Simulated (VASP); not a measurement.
# AgBr (Fm-3m) in VASP: notebook, part 2 of 2

VASP 6.6.1. Earlier steps stand in the parts before.

### 3 Relaxation of cell and atoms, PBE

This run uses another cell than the first one, of 24.98 Å³/atom, 1.057 times its volume.

Contents of INCAR:

```
SYSTEM = AgBr
PREC     = Accurate       ! precision mode
ENCUT    = 300            ! plane-wave cutoff, eV
EDIFF    = 1E-7           ! SCF threshold, eV
ISMEAR   = 0              ! smearing method
SIGMA    = 0.03           ! smearing width, eV
LREAL    = .FALSE.        ! projectors in reciprocal space
LASPH    = .TRUE.         ! aspherical terms in the spheres
NELM     = 80             ! most SCF steps
ALGO     = Normal         ! electronic algorithm
ISIF     = 3              ! what is computed and relaxed
LWAVE    = .FALSE.        ! write WAVECAR
LCHARG   = .FALSE.        ! write CHGCAR
GGA      = PE             ! functional
IBRION   = 2              ! ionic algorithm
NSW      = 90             ! ionic steps
EDIFFG   = -0.005         ! ionic threshold
```

Contents of KPOINTS:

```
Automatic mesh
0
G
  4 4 4
  0 0 0
```

Contents of POSCAR:

```
AgBr                                    
1.0
   -0.0000000000      2.9234149478      2.9234149478
    2.9234149478     -0.0000000000      2.9234149478
    2.9234149478      2.9234149478      0.0000000000
  Ag              Br            
     1     1
Direct
     0.0000000000000000    0.0000000000000000    0.0000000000000000
     0.5000000000000000    0.5000000000000000    0.5000000000000000
```

Potentials or basis: VASP PAW PBE potentials, release 64 (Ag, Br).

On the command line:

```sh
> cat potpaw_PBE.64/Ag/POTCAR potpaw_PBE.64/Br/POTCAR > POTCAR
> mpirun -np 1 vasp_std > vasp.out
```

OUTCAR:

```text
SYSTEM = AgBr
   PREC = Accurate
   ENCUT = 300
   EDIFF = 1E-7
   ISMEAR = 0
   LREAL = .FALSE.
   LASPH = .TRUE.
   NELM = 80
   ISIF = 3
   GGA = PE
   IBRION = 2
   NSW = 90
   EDIFFG = -0.005

 ion  position               nearest neighbor table
   1  0.000  0.000  0.000-   2 2.92   2 2.92   2 2.92   2 2.92   2 2.92   2 2.92
   2  0.500  0.500  0.500-   1 2.92   1 2.92   1 2.92   1 2.92   1 2.92   1 2.92

  LATTYP: Found a face centered cubic cell.
 ALAT       =     5.8468298956

  Lattice vectors:

 A1 = (   0.0000000000,   2.9234149478,   2.9234149478)
 A2 = (   2.9234149478,   0.0000000000,   2.9234149478)
 A3 = (   2.9234149478,   2.9234149478,   0.0000000000)

Analysis of symmetry for initial positions (statically):
=====================================================================
 Subroutine PRICEL returns:
 Original cell was already a primitive cell.

 Routine SETGRP: Setting up the symmetry group for a
 face centered cubic supercell.

 Subroutine GETGRP returns: Found 48 space group operations
 (whereof 48 operations were pure point group operations)
 out of a pool of 48 trial point group operations.

The static configuration has the point symmetry O_h .

Analysis of symmetry for dynamics (positions and initial velocities):
=====================================================================
 Subroutine PRICEL returns:
 Original cell was already a primitive cell.

 Routine SETGRP: Setting up the symmetry group for a
 face centered cubic supercell.

 Subroutine GETGRP returns: Found 48 space group operations
 (whereof 48 operations were pure point group operations)
 out of a pool of 48 trial point group operations.

[... 159 lines left out ...]
    total drift:                                0.000000     -0.000000     -0.000000

  FREE ENERGIE OF THE ION-ELECTRON SYSTEM (eV)
  ---------------------------------------------------
  free  energy   TOTEN  =        -4.9837100113 eV

  energy  without entropy=       -4.9837100113  energy(sigma->0) =       -4.98371001

--------------------------------------- Ionic step        2  -------------------------------------------

 number of electron      18.0000005 magnetization

 Free energy of the ion-electron system (eV)
  ---------------------------------------------------
  ext. energy  EPLUGINS =         0.00000000
  ---------------------------------------------------
  free energy    TOTEN  =        -4.98371642 eV

  energy without entropy =       -4.98371642  energy(sigma->0) =       -4.98371642

 E-fermi :   3.1674     XC(G=0):  -9.5818

 val. band max:        2.9906548545   @ k =   0.5000   0.0000   0.0000
 cond. band min:       3.6613471742   @ k =   0.0000   0.0000   0.0000
 fundamental gap:      0.6706923197
 Fermi energy:         3.1673929296

 k-point     1 :       0.0000    0.0000    0.0000
  band No.  band energies     occupation
      1     -11.7505      2.00000
      2       0.4062      2.00000
      3       0.4062      2.00000
      4       0.4062      2.00000
      5       0.4064      2.00000
      6       0.4064      2.00000
      7       1.2479      2.00000
      8       1.2479      2.00000
      9       1.2479      2.00000
     10       3.6613      0.00000
     11      12.9086      0.00000
     12      12.9086      0.00000
     13      12.9086      0.00000
[... 98 lines left out ...]
  band No.  band energies     occupation
      1     -11.3137      2.00000
      2      -0.8763      2.00000
      3      -0.6075      2.00000
      4      -0.6075      2.00000
      5       0.7606      2.00000
      6       0.7643      2.00000
      7       0.8722      2.00000
      8       0.8722      2.00000
      9       1.5999      2.00000
     10       6.6852      0.00000
     11      10.1030      0.00000
     12      10.6446      0.00000
     13      10.6446      0.00000

------------------------ aborting loop because EDIFF is reached ----------------------------------------

  FORCE on cell =-STRESS in cart. coord.  units (eV):
  Direction    XX          YY          ZZ          XY          YZ          ZX
  --------------------------------------------------------------------------------------
  -------------------------------------------------------------------------------------
  Total       -0.0016124     -0.0016124     -0.0016124      0.0000000      0.0000000     -0.0000000
  in kB       -0.0517440     -0.0517440     -0.0517440      0.0000000      0.0000000     -0.0000000
  external PRESSURE =      -0.0517440 kB  Pullay stress =       0.0000000 kB

 VOLUME and BASIS-vectors are now :
 -----------------------------------------------------------------------------
  energy-cutoff  :      300.00
  volume of cell :       49.93
      direct lattice vectors                 reciprocal lattice vectors
    -0.000000000  2.922578460  2.922578460    -0.171081806  0.171081806  0.171081806
     2.922578460 -0.000000000  2.922578460     0.171081806 -0.171081806  0.171081806
     2.922578460  2.922578460 -0.000000000     0.171081806  0.171081806 -0.171081806

 POSITION                                       TOTAL-FORCE (eV/Angst)
 -----------------------------------------------------------------------------------
      5.84516      2.92258      2.92258        -0.000000     -0.000000     -0.000000
      2.92258      2.92258      2.92258         0.000000      0.000000      0.000000
 -----------------------------------------------------------------------------------
    total drift:                                0.000000     -0.000000      0.000000

  FREE ENERGIE OF THE ION-ELECTRON SYSTEM (eV)
  ---------------------------------------------------
  free  energy   TOTEN  =        -4.9837164182 eV

  energy  without entropy=       -4.9837164182  energy(sigma->0) =       -4.98371642

 reached required accuracy - stopping structural energy minimisation
```

OSZICAR:

```text
N       E                     dE             d eps       ncg     rms          rms(c)
DAV:   1     0.639292574632E+02    0.63929E+02   -0.63860E+03   224   0.764E+02
DAV:   2    -0.279822058371E+01   -0.66727E+02   -0.62015E+02   268   0.185E+02
DAV:   3    -0.509853762273E+01   -0.23003E+01   -0.22977E+01   228   0.363E+01
[... 13 lines left out ...]
DAV:   2    -0.498372278197E+01    0.12301E-03   -0.35006E-04   208   0.242E-01    0.238E-02
DAV:   3    -0.498371533973E+01    0.74422E-05   -0.25824E-05   208   0.410E-02    0.169E-02
DAV:   4    -0.498371590379E+01   -0.56405E-06   -0.17059E-06   218   0.134E-02    0.445E-03
DAV:   5    -0.498371640080E+01   -0.49701E-06   -0.64861E-07   213   0.124E-02    0.159E-03
DAV:   6    -0.498371641824E+01   -0.17447E-07   -0.14661E-07   104   0.534E-03
   2 F= -.49837164E+01 E0= -.49837164E+01  d E =-.640694E-05
```

CONTCAR:

```text
AgBr
   1.00000000000000
    -0.0000000000000000    2.9225784599215139    2.9225784599215139
     2.9225784599215139   -0.0000000000000000    2.9225784599215139
     2.9225784599215139    2.9225784599215139   -0.0000000000000000
  Ag              Br
     1     1
Direct
     0.0000000000000000    1.0000000000000000    1.0000000000000000
     0.5000000000000000    0.5000000000000000    0.5000000000000000

  0.00000000E+00  0.00000000E+00  0.00000000E+00
  0.00000000E+00  0.00000000E+00  0.00000000E+00
```

Wall time 8.5 s (1 thread of Intel Xeon Platinum 8259CL at 2.50GHz (Skylake/Cascade Lake), shared host); peak memory 0.13 GiB.

Results:

```
Free energy                            : -4.9837 eV
Relaxed volume                         : 24.96 Å³/atom
Relaxed cell                           : a = 4.133 Å, b = 4.133 Å, c = 4.133 Å, α = 60.00°, β = 60.00°, γ = 60.00°
Space group after relaxing (to 0.05 Å) : Fm-3m (No. 225)
Energy gained by relaxing              : 0.0 meV/atom
Ionic steps                            : 2
Pressure after relaxing                : 0.0 GPa
Band gap on the k mesh                 : 0.67 eV, indirect (least direct gap 2.41 eV)
```

Final structure:
```
CELL_PARAMETERS angstrom
0.00000 2.92258 2.92258
2.92258 0.00000 2.92258
2.92258 2.92258 0.00000
ATOMIC_POSITIONS crystal
Ag 0.00000 0.00000 0.00000
Br 0.50000 0.50000 0.50000
```

Caveat: the k mesh is coarse (spacing up to 0.47 Å⁻¹), so the values aren't converged; the cutoff is under 1.25 times the usual one of these potentials, so pressure, stress and relaxed cells hold a basis-set (Pulay) error. Expect the measured gap to be larger: semilocal functionals such as PBE lack the derivative discontinuity.

### 4 Relaxation of cell and atoms, PBEsol

Contents of INCAR:

```
ALGO = Normal ; EDIFF = 1E-6
EDIFFG = -0.01 ; ENCUT = 600
GGA = PS ; IBRION = 2
ISIF = 3 ; ISMEAR = 0
LASPH = T ; LCHARG = F
LREAL = F ; LWAVE = F
NELM = 80 ; NSW = 90
PREC = Accurate ; SIGMA = 0.03
```

Contents of KPOINTS:

```
k-points
0
Gamma
  8 8 8
```

Contents of POSCAR:

```
AgBr
1.0
    0.0000000000      2.8701500000      2.8701500000
    2.8701500000      0.0000000000      2.8701500000
    2.8701500000      2.8701500000      0.0000000000
Ag Br
1 1
Direct
    0.0000000000      0.0000000000      0.0000000000
    0.5000000000      0.5000000000      0.5000000000
```

On the command line:

```sh
> cat potpaw_PBE.64/Ag/POTCAR potpaw_PBE.64/Br/POTCAR > POTCAR
> mpirun -np 1 vasp_std > vasp.out
```

Run time: 17 s. Hardware: 1 thread of AMD EPYC 9R45 (Zen 5), shared host; peak memory 0.16 GiB.

Results (log left out):

```
Free energy                            : -5.6990 eV
Relaxed volume                         : 22.80 Å³/atom
Relaxed cell                           : a = 4.010 Å, b = 4.010 Å, c = 4.010 Å, α = 60.00°, β = 60.00°, γ = 60.00°
Space group after relaxing (to 0.05 Å) : Fm-3m (No. 225)
Energy gained by relaxing              : 4.5 meV/atom
Ionic steps                            : 2
Pressure after relaxing                : 0.0 GPa
Band gap on the k mesh                 : 0.50 eV, indirect (least direct gap 2.58 eV)
```

Step by step:
| step | energy change (eV) | largest force (eV/Å) | pressure (GPa) | volume (Å³) |
| --- | --- | --- | --- | --- |
| 1 | 0.0000 | 0.0000 | -1.69 | 47.29 |
| 2 | -0.0091 | 0.0000 | 0.05 | 45.60 |

Final structure:
```
Ag Br
1.0
     0.00000    2.83557    2.83557
     2.83557    0.00000    2.83557
     2.83557    2.83557    0.00000
Ag Br
1 1
Cartesian
  0.0000 0.0000 0.0000
  2.8356 2.8356 2.8356
```

Levels at points of the mesh, in eV from the valence-band top:
| k point | band 5 | band 6 | band 7 | band 8 | band 9 | band 10 | band 11 | band 12 | band 13 |
| --- | --- | --- | --- | --- | --- | --- | --- | --- | --- |
| (0.00, 0.00, 0.00) | -2.99 | -2.99 | -2.08 | -2.08 | -2.08 | 0.50 | 9.80 | 9.80 | 9.80 |
| (0.50, 0.00, 0.00) | -2.64 | -2.64 | -2.28 | 0.00 | 0.00 | 3.44 | 6.56 | 6.56 | 6.73 |
| (0.50, 0.50, 0.00) | -3.06 | -2.81 | -2.53 | -2.53 | -2.40 | 1.39 | 6.84 | 9.05 | 11.08 |

Caveat: the PAW data sets were made with another functional, which shifts forces and pressure a little. Expect the measured gap to be larger: semilocal functionals such as PBEsol lack the derivative discontinuity.
